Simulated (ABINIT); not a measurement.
# AgBr: equation of state with HCTH407

AgBr:

```xyz
2
Lattice="0.0000 2.8702 2.8702 2.8702 0.0000 2.8702 2.8702 2.8702 0.0000" Properties=species:S:1:pos:R:3 pbc="T T T"
Ag    0.0000    0.0000    0.0000
Br    2.8702    2.8702    2.8702
```

```
Program             : ABINIT 10.8.3 (patched build)
Task                : equation of state
Functional          : HCTH407
Potentials or basis : JTH PAW PBE v2.0
Cutoff              : 463 eV
k mesh              : 8 × 8 × 8
Occupations         : fermi-dirac, width 0.05 eV
Spin                : no spin polarisation
```

| Item | Value |
| --- | --- |
| Equilibrium volume | outside the volumes run |

Energy against volume, from the lowest point:
| volume (Å³/atom) | energy (meV/atom) |
| --- | --- |
| 22.225 | 125.49 |
| 22.698 | 96.27 |
| 23.171 | 70.57 |
| 23.644 | 48.90 |
| 24.116 | 30.11 |
| 24.589 | 13.98 |
| 25.062 | 0.00 |

Wall time 120 s on 1 thread of Arm Neoverse V1, with other jobs on the host, peak memory 0.15 GiB.

Caveat: the PAW data sets were made with another functional, which shifts forces and pressure a little.
